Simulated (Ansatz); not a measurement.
# SnSe2: a single-point run

The task is a single-point run on SnSe2. The structure is shown as the input types it. The cell is built on a prototype (3R-MoS2 type) and needn't be the phase found in nature.

Computed with Ansatz 0.2.0 (density functional or hybrid calculation with the settings of its input, plane waves, unless a step's input says otherwise).

3 further runs of the same task are left out: 1 for a known fault of the program, 2 that didn't finish.

**1. Starting point**

It takes space group R3m (No. 160, trigonal). The conventional cell has a = 3.790 Å, b = 3.790 Å, c = 18.081 Å, α = 90.00°, β = 90.00°, γ = 120.00°. Around Sn (site symmetry 3m) lie 6 Se at 2.77 to 2.78 Å. Around Se (site symmetry 3m) lie 3 Sn at 2.78 Å. Se (site symmetry 3m) has 3 Sn at 2.77 Å as nearest neighbours.

As a file:

```cif
data_structure
_symmetry_space_group_name_H-M 'P 1'
_symmetry_Int_Tables_number 1
_cell_length_a 6.4118
_cell_length_b 6.4118
_cell_length_c 6.4118
_cell_angle_alpha 34.381
_cell_angle_beta 34.381
_cell_angle_gamma 34.381
_cell_volume 74.97
loop_
_atom_site_label
_atom_site_type_symbol
_atom_site_fract_x
_atom_site_fract_y
_atom_site_fract_z
_atom_site_occupancy
Sn1 Sn 0.99977 0.99977 0.99977 1
Se1 Se 0.42787 0.42787 0.42787 1
Se2 Se 0.23902 0.23902 0.23902 1
```

**2. The run**

File input.yaml:

```yaml
crystal:
  lattice:
    - [1.8950116506, 1.0940854866, 6.0269119705]
    - [-1.8950116506, 1.0940854866, 6.0269119705]
    - [0.0, -2.1881709732, 6.0269119705]
  atoms:
    - { symbol: Sn, position: [-0.0002292479, -0.0002292479, -0.0002292479] }
    - { symbol: Se, position: [0.427874702, 0.427874702, 0.427874702] }
    - { symbol: Se, position: [0.2390212128, 0.2390212128, 0.2390212128] }
kpoints:
  mp_grid: { grid: [6, 6, 6] }
hamiltonian:
  xc: pbe
scf:
  occupations: { method: gaussian, width: 1.5 }
  n_extra_bands: 4
output:
  forces: true
  stress: true
  eigenvalues: true
```

The run is started by

```sh
> ansatz run input.yaml --threads 4 --pin off --max-ram 3686MiB --backend cpu --events-out ev --progress --plain --runs-dir out
```

What happens when this is run?

The program finished normally. Convergence says nothing about whether the input makes sense.

The suspect setting: scf.occupations.width is 1.5. Occupations are smeared over electronvolts, wider than many features of the bands.

The test: set scf.occupations.width to 0.05.
